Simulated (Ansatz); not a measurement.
# ZrC: restoring forces

ZrC is deformed so: atom 1 (Zr) moved by (0.141, 0.141, 0.000) Å. What stress and forces result, by LAPW, PAW and all-electron datasets made for the crystal?

Method: DFT PBE, scalar-relativistic, in Ansatz 0.2.0.

**1. The starting structure**

The structure is cubic, space group Fm-3m (No. 225). The conventional cell has a = 4.700 Å, b = 4.700 Å, c = 4.700 Å, α = 90.00°, β = 90.00°, γ = 90.00°. Zr (site symmetry m-3m) is surrounded by 6 C at 2.35 Å. C (site symmetry m-3m) is surrounded by 6 Zr at 2.35 Å.

Structure file:

```
CELL_PARAMETERS angstrom
0.00000 2.35021 2.35021
2.35021 0.00000 2.35021
2.35021 2.35021 0.00000
ATOMIC_POSITIONS crystal
Zr 0.50000 0.50000 0.50000
C 0.00000 0.00000 0.00000
```

Atoms are numbered in the order of the input: Zr1, C2.

**2. The deformed structure**

Space group Fm-3m before, Imm2 after.

**3. All-electron LAPW**

File input.yaml:

```yaml
crystal:
  lattice:
    - [0.0, 2.35021, 2.35021]
    - [2.35021, 0.0, 2.35021]
    - [2.35021, 2.35021, 0.0]
  atoms:
    - { symbol: Zr, position: [0.5, 0.5, 0.5601737717] }
    - { symbol: C, position: [0.0, 0.0, 0.0] }
kpoints:
  mp_grid: { grid: [15, 15, 15] }
scf:
  occupations: { method: fermi_dirac, width: 0.05 }
hamiltonian:
  xc: pbe
  pseudopotentials: { kind: all_electron, lapw: { basis_error: 0.00025 } }
output:
  forces: true
  stress: true
  eigenvalues: true
```

**4. PAW on the default files**

Changes to input.yaml since step 3:

```diff
@@ -14,3 +14,3 @@
   xc: pbe
-  pseudopotentials: { kind: all_electron, lapw: { basis_error: 0.00025 } }
+  pseudopotentials: { kind: paw }
 output:
@@ -19 +19,2 @@
   eigenvalues: true
+  efg: { contact_densities: true }
```

**5. All-electron PAW on datasets made for the crystal**

Changes to input.yaml since step 4:

```diff
@@ -14,3 +14,3 @@
   xc: pbe
-  pseudopotentials: { kind: paw }
+  pseudopotentials: { kind: all_electron, datasets: crystal }
 output:
```

(Steps that only read results are left out.)

What does the calculation give? Wanted: pressure; largest shear or deviatoric stress; force on Zr1 along the move.

As calculated:

| quantity | value |
| --- | --- |
| pressure | LAPW 4.33, PAW 4.28, crystal datasets 4.33 GPa |
| largest shear or deviatoric stress (LAPW) | 3.84 GPa |
| force on Zr1 along the move | -1.316 eV/Å |

What this shows: The force on Zr1 points against the move, a stiffness of 6.58 eV/Å² with all periodic images moving together. No run of the undeformed cell stands beside it, so the pressure holds what the given cell had before the change. PAW: stress within 0.06 GPa of LAPW, forces within 1 meV/Å. Crystal datasets: stress within 0.01 GPa of LAPW, forces within 1 meV/Å.
